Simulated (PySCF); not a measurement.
Point-charge models of bicyclo[1.1.0]butane (`C1[C@H]2C[C@@H]12`) against its computed dipole.

Coordinates (PBE0-D3(BJ)/def2-SVP, Å) and charges (e) from the PBE0/pcSseg-1 density (PySCF):

```tsv
atom	x	y	z	Mulliken	IAO	Hirshfeld	ESP-fitted
C1	-1.121	-0.241	-0.228	-0.1656	-0.2654	-0.0781	-0.5546
C2	-0.121	0.271	0.753	-0.1923	-0.1563	-0.0625	+0.0274
C3	1.095	-0.370	0.173	-0.1655	-0.2654	-0.0781	-0.5482
C4	0.149	0.389	-0.694	-0.1923	-0.1563	-0.0625	+0.0194
H5	-2.040	0.342	-0.352	+0.1273	+0.1409	+0.0485	+0.2121
H6	-1.258	-1.328	-0.343	+0.1231	+0.1275	+0.0364	+0.2013
H7	-0.216	1.036	1.522	+0.1074	+0.1533	+0.0558	+0.1145
H8	2.059	0.104	0.392	+0.1273	+0.1409	+0.0484	+0.2094
H9	1.140	-1.468	0.092	+0.1231	+0.1275	+0.0364	+0.2000
H10	0.312	1.268	-1.315	+0.1074	+0.1534	+0.0558	+0.1187
```

Task: What dipole does each set of charges give (1 e·Å = 4.803 D), and what does the density give?

Result: The full density gives (0.03, 0.79, 0.07) D, 0.79 D in size; dipole vectors point from the negative to the positive end.

| scheme | μx | μy | μz | size (D) | share of the full size (%) | angle to the full dipole (°) |
| --- | --- | --- | --- | --- | --- | --- |
| Mulliken | -0.01 | -0.31 | -0.03 | 0.32 | 40 | 180 |
| IAO | 0.02 | 0.57 | 0.05 | 0.57 | 72 | 0 |
| Hirshfeld | 0.01 | 0.26 | 0.02 | 0.27 | 33 | 0 |
| ESP-fitted | 0.03 | 0.74 | 0.07 | 0.75 | 94 | 0 |

Task: Which set comes closest?

Result: Length of the difference vector: ESP-fitted 0.05 D, IAO 0.22 D, Hirshfeld 0.53 D, Mulliken 1.11 D. Closest: ESP-fitted. The schemes that divide the density aren't constrained to reproduce the dipole.

Task: What is left for the Hirshfeld atoms' own dipoles?

Result: The shares of the density sum to the whole, so what Σ q r misses lies in dipoles about the nuclei. The atomic dipoles sum to (0.03, 0.79, 0.07) − (0.01, 0.26, 0.02) = (0.02, 0.53, 0.05) D, 0.53 D in size.

Task: With the origin at the mean of the coordinates, (0.000, 0.000, 0.000) Å, which are the largest single terms, by size, of the Hirshfeld dipole along the direction of the full one?

Result: H7 +0.31, H10 +0.31, H9 -0.25, H6 -0.25, C3 +0.12 D; all 10 atoms together +0.27 D. The single terms depend on the origin, their sum doesn't.

Task: Give the size of the full dipole in other units.

Result: 0.79 D = 0.312 au = 0.165 e·Å = 2.64 × 10⁻³⁰ C·m.

Isolated species at its PBE0-D3(BJ)/def2-SVP geometry, gas phase.

These values come from a run that also computed NMR shieldings. Hardware: an x86-64 server with one thread, on a shared host. Cost: 8.6 s wall.
